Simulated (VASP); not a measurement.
Write the native input for VASP 6.6.1 that does the following.

```yaml
Task: Born charges and dielectric tensor
Functional: PBE
Potentials_or_basis: VASP PAW PBE potentials, release 64 (Te, Cd)
Cutoff: 520 eV
k_mesh: 7 × 7 × 7
Occupations: gaussian, width 0.02 eV
Spin: no spin polarisation
Further_INCAR_settings: ALGO = Normal; EDIFF = 1e-08; IBRION = 8
```

The structure of CdTe lies in POSCAR:

```
CdTe
1.0
    0.0000000000      3.2050000000      3.2050000000
    3.2050000000      0.0000000000      3.2050000000
    3.2050000000      3.2050000000      0.0000000000
Te Cd
1 1
Direct
    0.7500000000      0.7500000000      0.7500000000
    0.0000000000      0.0000000000      0.0000000000
```

One way to write it, as run:

INCAR

```
PREC = Accurate
ENCUT = 520
EDIFF = 1E-8
ISMEAR = 0
SIGMA = 0.02
LREAL = False
LASPH = True
NELM = 100
ALGO = Normal
ISIF = 2
LWAVE = False
LCHARG = False
GGA = PE
LEPSILON = True
IBRION = 8
```

KPOINTS

```
Automatic mesh
0
Gamma
  7 7 7
```

Potentials or basis: VASP PAW PBE potentials, release 64 (Te, Cd).

The run is started by

```console
$ cat potpaw_PBE.64/Te/POTCAR potpaw_PBE.64/Cd/POTCAR > POTCAR
$ mpirun -np 1 vasp_std > vasp.out
```

Results of the run:

```
Band gap on the k mesh                                  : 0.87 eV, direct
Electronic dielectric tensor (diagonal)                 : 10.66
Born charges (mean of the diagonal)                     : Te -2.23; Cd +2.23 e
Highest phonon frequency at Γ, LO-TO splitting left out : 155 cm⁻¹
```

Caveat: spin-orbit coupling is left out, which moves the levels of the heavy elements.

It took 5.8 min on 1 thread of Intel(R) Xeon(R) Platinum 8488C (Sapphire Rapids), on a shared host, peak memory 0.34 GiB.
